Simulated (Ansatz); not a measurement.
The system is SiO2.

```
Si O
1.0
    -2.62334    4.77675    4.44167
     2.62334   -4.77675    4.44167
     2.62334    4.77675   -4.44167
Si O
4 8
Direct
  0.26034 0.84494 0.41540
  0.07045 0.15506 0.91540
  0.73966 0.15506 0.58460
  0.92955 0.84494 0.08460
  0.50000 0.00000 0.50000
  0.00000 0.00000 0.00000
  0.79318 0.00000 0.29318
  0.20682 0.50000 0.20682
  0.20682 0.00000 0.70682
  0.79318 0.50000 0.79318
  0.86931 0.11931 0.75000
  0.13069 0.88069 0.25000
```

The cell comes from a database or a generator and needn't be the stable form of this composition.

```yaml
Program: Ansatz 0.2.0
Task: relaxation of cell and atoms
Functional: PBE
Dispersion: D3(BJ)
Potentials_or_basis: Ansatz PAW
Cutoff: "420 eV (not typed: the program's choice for these potentials)"
k_mesh: 6 × 6 × 6
Occupations: fermi-dirac, width 0.05 eV
Spin: no spin polarisation
```

At the start: volume 18.55 Å³/atom.

Q: How do energy, volume and symmetry change on relaxing?

A: It ends after 16 steps and the volume is 18.38 Å³/atom (-0.9 %); space group Imma (No. 74, to 0.05 Å).

Step by step:
```tsv
step	energy change (eV)	largest force (eV/Å)	volume (Å³)
1	0.0000	0.2937	222.64
2	-0.0208	0.2045	224.43
3	-0.0278	0.0877	226.35
4	-0.0355	0.0141	224.74
5	-0.0373	0.0136	224.24
6	-0.0391	0.0125	223.63
7	-0.0433	0.0121	223.63
8	-0.0472	0.0107	222.29
9	-0.0476	0.0049	222.19
10	-0.0443	0.0053	222.19
11	-0.0457	0.0010	221.72
12	-0.0469	0.0088	221.25
13	-0.0446	0.0089	221.25
14	-0.0468	0.0164	220.43
15	-0.0464	0.0044	220.57
16	-0.0447	0.0046	220.57
```

Final structure:
```xyz
12
Lattice="-2.6379 4.6191 4.5255 2.6379 -4.6191 4.5255 2.6379 4.6191 -4.5255" Properties=species:S:1:pos:R:3 pbc="T T T"
Si    2.6379   -0.7029    3.0795
Si    2.6379    3.9162   -3.0795
Si    0.0000    5.3219    1.4461
Si    0.0000    0.7029    7.6050
O     0.0000    4.6191    0.0000
O     0.0000    0.0000    0.0000
O    -1.3190    4.8477    2.2628
O     1.3190   -0.2287    2.2628
O     1.3190    4.3904   -2.2628
O     1.3190    4.8477    2.2628
O     0.0000    6.9286    1.2447
O     2.6379   -2.3095    3.2808
```

Caveat: the plane-wave basis is chosen anew once the cell has moved, so the energies of steps on either side of that aren't comparable; the pressure holds a Pulay correction of +0.4 GPa for the finite cutoff.
